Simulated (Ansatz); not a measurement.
Write the native input for Ansatz 0.2.0 that does the following.

```yaml
Task: relaxation of cell and atoms
Functional: PBE
Potentials_or_basis: Ansatz PAW
Cutoff: "420 eV (not typed: the program's choice for these potentials)"
k_mesh: 7 × 7 × 7
Occupations: fermi-dirac, width 0.05 eV
Spin: no spin polarisation
```

Al2O3 (Corundum):

```
Al O
1.0
     2.38025    1.37424    4.33187
    -2.38025    1.37424    4.33187
     0.00000   -2.74848    4.33187
Al O
4 6
Direct
  0.85216 0.85216 0.85216
  0.64784 0.64784 0.64784
  0.14784 0.14784 0.14784
  0.35216 0.35216 0.35216
  0.05668 0.75000 0.44332
  0.75000 0.44332 0.05668
  0.44332 0.05668 0.75000
  0.94332 0.25000 0.55668
  0.25000 0.55668 0.94332
  0.55668 0.94332 0.25000
```

One way to write it, as run:

input.yaml

```yaml
crystal:
  lattice:
    - [2.38025, 1.3742379782, 4.3318666667]
    - [-2.38025, 1.3742379782, 4.3318666667]
    - [0.0, -2.7484759565, 4.3318666667]
  atoms:
    - { symbol: Al, position: [0.85216, 0.85216, 0.85216] }
    - { symbol: Al, position: [0.64784, 0.64784, 0.64784] }
    - { symbol: Al, position: [0.14784, 0.14784, 0.14784] }
    - { symbol: Al, position: [0.35216, 0.35216, 0.35216] }
    - { symbol: O, position: [0.05668, 0.75, 0.44332] }
    - { symbol: O, position: [0.75, 0.44332, 0.05668] }
    - { symbol: O, position: [0.44332, 0.05668, 0.75] }
    - { symbol: O, position: [0.94332, 0.25, 0.55668] }
    - { symbol: O, position: [0.25, 0.55668, 0.94332] }
    - { symbol: O, position: [0.55668, 0.94332, 0.25] }
hamiltonian:
  xc: pbe
  pseudopotentials: { kind: paw }
kpoints:
  mp_grid: { grid: [7, 7, 7] }
scf:
  occupations: { method: fermi_dirac, width: 0.05 }
output:
  forces: true
  stress: true
relax:
  f_tol: 0.01
  max_steps: 40
  cell: { stress_tol: 0.05 }
```

Potentials or basis: Ansatz PAW.

The run is started by

```sh
$ ansatz run input.yaml --threads 4 --pin off --max-ram 11264MiB --backend cpu --events-out ev --progress --plain --runs-dir out
```

It gave:

* Relaxed volume: 8.76 Å³/atom
* Relaxed cell: a = 5.181 Å, b = 5.181 Å, c = 5.181 Å, α = 55.30°, β = 55.30°, γ = 55.30°
* Space group after relaxing (to 0.05 Å): R-3c (No. 167)
* Energy gained by relaxing: 5.8 meV/atom
* Ionic steps: 8
* Pressure after relaxing: 0.0 GPa
* Band gap on the k mesh: 5.85 eV

Caveat: odd divisions of the mesh miss points on the zone boundary, where band edges often lie, so the gap on the mesh can be too wide; the plane-wave basis is chosen anew once the cell has moved, so the energies of steps on either side of that aren't comparable; the pressure holds a Pulay correction of +0.9 GPa for the finite cutoff.

Wall time 16 s on 4 threads of Intel(R) Xeon(R) Processor @ 2.70GHz (shared host), peak memory 0.49 GiB.
